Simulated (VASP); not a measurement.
# Settings for HfO₂: band structure

HfO₂, P4_2/nmc (no. 137), 6 atoms in the cell. PBE; PAW potentials Hf_pv, O (PBE set). VASP 6.6.1.

Wanted: band energies at the path's corners within 0.1 eV; smallest gap over path and mesh within 0.05 eV.

What the run is for: bands; Accuracy asked: screening; Route: fixed density (ICHARG 11).

Band energies at the path's corners: counted from the valence top.

POSCAR:
```
HfO2
1.0
    3.5580193300      0.0000000000      0.0000000000
    0.0000000000      3.5580193300      0.0000000000
    0.0000000000      0.0000000000      5.1718612100
Hf O
2 4
Direct
    0.0000000000      0.0000000000      0.0000000000
    0.5000000000      0.5000000000      0.5000000000
    0.0000000000      0.5000000000      0.1972078800
    0.5000000000      0.0000000000      0.3027921200
    0.5000000000      0.0000000000      0.8027921200
    0.0000000000      0.5000000000      0.6972078800
```

The series start from Plane-wave cutoff (eV): 460; k-point mesh: 5 × 5 × 4; k points a path segment: 12; Electronic threshold (eV): 1e-6; Precision mode (PREC): Accurate; Bands in all (NBANDS): 38; Aspherical gradient terms in the spheres (LASPH): yes; Highest l that the mixer handles (LMAXMIX): 4. Each series keeps the choices made before it, and each single choice may use up half of a tolerance. Times cover all steps of a run.

## Plane-wave cutoff (eV)

| Plane-wave cutoff (eV) | Band energies at the path's corners, largest deviation (eV) | Smallest gap over path and mesh (eV) | Time (s) |
|---|---|---|---|
| 320 | 0.05 | 4.800 | 44 |
| 400 | 0.01 | 4.758 | 54 |
| 460 | 0.00 | 4.757 | 74 |
| 520 | 0.00 | 4.755 | 82 |
| 640 (reference) | 0.00 | 4.758 | 119 |

Chosen: 400, the loosest value from which every tighter one stays within half of the tolerance.

## k-point mesh

| k-point mesh | Band energies at the path's corners, largest deviation (eV) | Smallest gap over path and mesh (eV) | Time (s) |
|---|---|---|---|
| 2 × 2 × 2 | 0.07 | 4.695 | 50 |
| 3 × 3 × 2 | 0.02 | 4.747 | 46 |
| 3 × 3 × 3 | 0.01 | 4.752 | 47 |
| 4 × 4 × 3 | 0.00 | 4.758 | 51 |
| 5 × 5 × 4 | 0.00 | 4.758 | 54 |
| 6 × 6 × 5 | 0.00 | 4.758 | 62 |
| 8 × 8 × 6 (reference) | 0.00 | 4.758 | 82 |

Chosen: 3 × 3 × 2.

## Electronic threshold (eV)

| Electronic threshold (eV) | Band energies at the path's corners, largest deviation (eV) | Smallest gap over path and mesh (eV) | Time (s) |
|---|---|---|---|
| 0.001 | 0.00 | 4.745 | 21 |
| 0.0001 | 0.00 | 4.745 | 22 |
| 1e-5 | 0.00 | 4.747 | 25 |
| 1e-6 | 0.00 | 4.747 | 24 |
| 1e-7 (reference) | 0.00 | 4.747 | 27 |

Chosen: 0.001.

## Precision mode (PREC)

| Precision mode (PREC) | Band energies at the path's corners, largest deviation (eV) | Smallest gap over path and mesh (eV) | Time (s) |
|---|---|---|---|
| SingleN | 0.00 | 4.748 | 13 |
| Normal | 0.00 | 4.745 | 14 |
| Accurate (reference) | 0.00 | 4.745 | 21 |

Chosen: SingleN.

## Bands in all (NBANDS)

| Bands in all (NBANDS) | Band energies at the path's corners, largest deviation (eV) | Smallest gap over path and mesh (eV) | Time (s) |
|---|---|---|---|
| 24 | 0.10 | 4.748 | 9.4 |
| 25 | 0.10 | 4.748 | 9.9 |
| 26 | 0.00 | 4.749 | 10 |
| 28 | 0.00 | 4.748 | 11 |
| 38 | 0.00 | 4.748 | 13 |
| 48 (reference) | 0.00 | 4.746 | 16 |

Chosen: 26.

## Aspherical gradient terms in the spheres (LASPH)

| Aspherical gradient terms in the spheres (LASPH) | Band energies at the path's corners, largest deviation (eV) | Smallest gap over path and mesh (eV) | Time (s) |
|---|---|---|---|
| yes | 0.00 | 4.749 | 10 |
| no | 0.00 | 4.749 | 8.7 |

Chosen: yes; no other choice that stays within half of the tolerance saves 30 % of the time.

## Highest l that the mixer handles (LMAXMIX)

| Highest l that the mixer handles (LMAXMIX) | Band energies at the path's corners, largest deviation (eV) | Smallest gap over path and mesh (eV) | Time (s) |
|---|---|---|---|
| 4 | 0.00 | 4.749 | 10 |
| 2 | 0.01 | 4.749 | 10 |
| 6 | 0.00 | 4.749 | 10 |

Chosen: 4.

Also changed on the way, by series that aren't shown: k points a path segment: 5.

## All choices together

| Input | Band energies at the path's corners, largest deviation (eV) | Smallest gap over path and mesh (eV) | Time (s) |
|---|---|---|---|
| the program's defaults (naive) | 0.01 | 4.759 | 28 |
| chosen settings | 0.01 | 4.749 | 10 |
| reference settings throughout | 0.00 | 4.758 | 382 |

The tolerance is met.

## The input

INCAR.step1:
```
SYSTEM = HfO2
GGA      = PE             ! functional
ISMEAR   = 0              ! smearing method
SIGMA    = 0.03           ! smearing width, eV
LWAVE    = .FALSE.        ! write WAVECAR
LCHARG   = .TRUE.         ! write CHGCAR
NBANDS   = 26             ! bands
PREC     = SingleN        ! precision mode
LASPH    = .TRUE.         ! aspherical terms in the spheres
LREAL    = .FALSE.        ! projectors in reciprocal space
ALGO     = Normal         ! electronic algorithm
EDIFF    = 0.001          ! SCF threshold, eV
NELM     = 120            ! most SCF steps
GGA_COMPAT= .FALSE.      
ENCUT    = 400            ! plane-wave cutoff, eV
EFERMI   = MIDGAP       
LMAXMIX  = 4              ! l up to which the mixer works
```

INCAR.step2, as INCAR.step1 but for:
```
- LCHARG = .TRUE.
+ LCHARG = .FALSE.
+ ICHARG = 11
```

KPOINTS.step1:
```
Automatic mesh
0
Gamma
  3 3 2
  0 0 0
```

KPOINTS.step2:
```
path GXMGZRAZ,XR,MA
5
line-mode
reciprocal
 0.0000000000  0.0000000000  0.0000000000  G
 0.0000000000  0.5000000000  0.0000000000  X

 0.0000000000  0.5000000000  0.0000000000  X
 0.5000000000  0.5000000000  0.0000000000  M

 0.5000000000  0.5000000000  0.0000000000  M
 0.0000000000  0.0000000000  0.0000000000  G

 0.0000000000  0.0000000000  0.0000000000  G
 0.0000000000  0.0000000000  0.5000000000  Z

 0.0000000000  0.0000000000  0.5000000000  Z
 0.0000000000  0.5000000000  0.5000000000  R

 0.0000000000  0.5000000000  0.5000000000  R
 0.5000000000  0.5000000000  0.5000000000  A

 0.5000000000  0.5000000000  0.5000000000  A
 0.0000000000  0.0000000000  0.5000000000  Z

 0.0000000000  0.5000000000  0.0000000000  X
 0.0000000000  0.5000000000  0.5000000000  R

 0.5000000000  0.5000000000  0.0000000000  M
 0.5000000000  0.5000000000  0.5000000000  A
```

Commands (each step's output is kept before the next begins):
```
cat potpaw_PBE.64/Hf_pv/POTCAR potpaw_PBE.64/O/POTCAR > POTCAR
cp INCAR.step1 INCAR
cp KPOINTS.step1 KPOINTS
mpirun -np 1 vasp_std > vasp.out
cp INCAR.step2 INCAR
cp KPOINTS.step2 KPOINTS
mpirun -np 1 vasp_std > vasp.out
```

The naive input happens to agree within the tolerance here, in 28 s.

Limits: PBE gaps are mostly well below measured ones; spin-orbit coupling is off, though it shifts bands of the heavy elements by a tenth of an eV or more.

The chosen input took VASP 6.6.1 10 s on 1 core (AMD EPYC 9R45 (Zen 5)), a shared host.
